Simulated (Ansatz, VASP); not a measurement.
Au in VASP and in Ansatz

```
Au
1.0
     2.74841    0.00000    0.00000
     0.00000    2.74841    0.00000
     0.00000    0.00000    2.74841
Au
1
Direct
  0.50000 0.50000 0.50000
```

The cell was built by a generator and needn't be a form met in nature.

Alike in both runs: task relaxation of cell and atoms; functional PBE; dispersion D3(BJ); k mesh 10 × 10 × 10; occupations fermi-dirac, width 0.05 eV; no spin polarisation.

|  | VASP | Ansatz |
| --- | --- | --- |
| version | VASP 6.6.1 | Ansatz 0.2.0 |
| potentials or method | VASP PAW PBE potentials, release 64 (Au) | Ansatz PAW |
| plane-wave cutoff (eV) | 600 | 420 |
| valence electrons in the cell | 11 | 19 |

Ansatz gave:

```
gap on the k mesh at the Fermi level, each at its own relaxed structure (eV) : none
relaxed volume (Å³/atom)                                                     : 19.99
relaxed cell length with the largest relative difference (Å)                 : 2.714
energy change over the relaxation (meV/atom)                                 : -10
```

Problem. Estimate VASP's values.

Solution. gap on the k mesh at the Fermi level, each at its own relaxed structure (eV): none; relaxed volume (Å³/atom): 19.98; relaxed cell length with the largest relative difference (Å): 2.713; energy change over the relaxation (meV/atom): -10.

A gap of «none» marks a metal or a gap that the smearing closes. The two sets of potentials don't hold the same shells in valence.

Caveats: pairwise dispersion overbinds metals, which lowers pressure and volume; the plane-wave basis is chosen anew once the cell has moved, so the energies of steps on either side of that aren't comparable (Ansatz). The runs have no spin-orbit coupling, so splittings on Au are missing.
